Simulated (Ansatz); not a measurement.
**SnSe (CsCl type): how the settings move a single-point run**

Aim: see which settings change the result for SnSe (CsCl type), by how much, and at what cost.

Program: Ansatz 0.2.0. Level of theory: reference: DFT, PBE, PAW with Ansatz's default frozen-core files, scalar-relativistic. These are calculated values, not measurements.

### Step 1. Starting point

The structure is cubic, space group Pm-3m (No. 221). The conventional cell has a = 3.299 Å, b = 3.299 Å, c = 3.299 Å, α = 90.00°, β = 90.00°, γ = 90.00°. Sn (site symmetry m-3m) is surrounded by 8 Se at 2.86 Å. Se (site symmetry m-3m) is surrounded by 8 Sn at 2.86 Å.

Structure file:

```cif
data_structure
_symmetry_space_group_name_H-M 'Pm-3m'
_symmetry_Int_Tables_number 221
_cell_length_a 3.2988
_cell_length_b 3.2988
_cell_length_c 3.2988
_cell_angle_alpha 90.000
_cell_angle_beta 90.000
_cell_angle_gamma 90.000
_cell_volume 35.90
loop_
_atom_site_label
_atom_site_type_symbol
_atom_site_symmetry_multiplicity
_atom_site_Wyckoff_symbol
_atom_site_fract_x
_atom_site_fract_y
_atom_site_fract_z
_atom_site_occupancy
Sn1 Sn 1 a 0.00000 0.00000 0.00000 1
Se1 Se 1 b 0.50000 0.50000 0.50000 1
```

### Step 2. Reference

Input file input.yaml:

```yaml
crystal:
  lattice:
    - [3.2987590504, 0.0, 0.0]
    - [0.0, 3.2987590504, 0.0]
    - [0.0, 0.0, 3.2987590504]
  atoms:
    - { symbol: Sn, position: [0.0, 0.0, 0.0] }
    - { symbol: Se, position: [0.5, 0.5, 0.5] }
kpoints:
  mp_grid: { grid: [14, 14, 14] }
  band_path:
    path:
      - [0.0, 0.0, 0.0]
      - [0.0, 0.5, 0.0]
      - [0.5, 0.5, 0.0]
      - [0.0, 0.0, 0.0]
      - [0.5, 0.5, 0.5]
      - [0.0, 0.5, 0.0]
      - [0.5, 0.5, 0.5]
      - [0.5, 0.5, 0.0]
    npoints: 8
scf:
  occupations: { method: fermi_dirac, width: 0.08 }
hamiltonian:
  xc: pbe
  pseudopotentials: { kind: paw }
output:
  forces: true
  stress: true
  eigenvalues: true
  populations: true
  dos: { projected: true, de: 0.2, e_range: [-14, 8] }
```

Started as:

```console
> ansatz run input.yaml --threads 1 --pin off --max-ram 2048MiB --backend cpu --events-out ev --progress --plain --runs-dir out
```

### Step 3. Variant: mp_grid.shift [0.5, 0.5, 0.5]

input.yaml, as its differences from that of step 2:

```diff
@@ -9,3 +9,3 @@
 kpoints:
-  mp_grid: { grid: [14, 14, 14] }
+  mp_grid: { grid: [14, 14, 14], shift: [0.5, 0.5, 0.5] }
   band_path:
@@ -31,2 +31 @@
   populations: true
-  dos: { projected: true, de: 0.2, e_range: [-14, 8] }
```

Q: Predict the outcome of this session. Wanted: for each run, ending; energy change; pressure; gap; force.

As calculated:

| run | ending | energy change | pressure (GPa) | gap (eV) | force (eV/Å) | cycles | time |
| --- | --- | --- | --- | --- | --- | --- | --- |
| reference | converged | 0 | 33.5 | 0.00 | 0.00 | 6 | 3 s |
| 1: mp_grid.shift [0.5, 0.5, 0.5] | converged | +2.0 meV/atom | 33.3 | 0.00 | 0.00 | 6 | 2.2 s |

Times don't compare one to one where runs were asked for different outputs or read a saved state (see the inputs); cycles may leave out searches for a lower state.

Residual by cycle in the longest SCF loop of each run; runs are numbered as in the table. The quantity is the density residual dr2, in eV.

| cycle | reference | run 1 |
| --- | --- | --- |
| 1 | 4.2e-4 | 5.0e-4 |
| 2 | 1.4e-4 | 1.7e-4 |
| 3 | 5.0e-5 | 6.3e-5 |
| 4 | 4.7e-6 | 5.7e-6 |
| 5 | 1.6e-7 | 3.1e-7 |
| 6 | 3.0e-9 | 5.5e-9 |

**Reading.** Changing the k-point mesh moves the energy by +2.0 meV/atom. The energy is not variational in the mesh, so the sign tells nothing. Semilocal functionals close small gaps, so the missing gap need not be the real solid's. The structure is not at rest: the sound run finds 33 GPa, so these are no properties of the relaxed crystal. 
